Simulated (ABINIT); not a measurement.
Crystal: Ge.

```
Ge
1.0
     0.00000    2.82891    2.82891
     2.82891    0.00000    2.82891
     2.82891    2.82891    0.00000
Ge
2
Cartesian
  4.2434 4.2434 4.2434
  2.8289 2.8289 2.8289
```

```yaml
Program: ABINIT 10.8.3 (patched build)
Task: relaxation of cell and atoms
Functional: PBE
Potentials_or_basis: PseudoDojo NC SR PBE v0.4.1 standard
Cutoff: 1061 eV
k_mesh: 6 × 6 × 6
Occupations: fermi-dirac, width 0.05 eV
Spin: no spin polarisation
```

At the start: pressure 3.8 GPa; volume 22.64 Å³/atom.

Where does the relaxation end?

Over 4 steps the energy falls by 15.6 meV/atom and the volume is 24.00 Å³/atom (+6.0 %); space group Fd-3m (No. 227, to 0.05 Å).

Step by step:
```tsv
step	energy change (eV)	largest force (eV/Å)	pressure (GPa)	volume (Å³)
1	0.0000	0.0000	3.81	45.28
2	-0.0113	0.0000	3.02	45.81
3	-0.0312	0.0000	0.03	47.97
4	-0.0312	0.0000	0.00	48.00
```

Final structure:
```xyz
2
Lattice="0.0000 2.8845 2.8845 2.8845 0.0000 2.8845 2.8845 2.8845 0.0000" Properties=species:S:1:pos:R:3 pbc="T T T"
Ge    4.3267    4.3267    4.3267
Ge    2.8845    2.8845    2.8845
```

The cell as given is a measured one (22.64 Å³/atom); PBE puts the equilibrium volume +6.0 % from it, thermal expansion not counted.
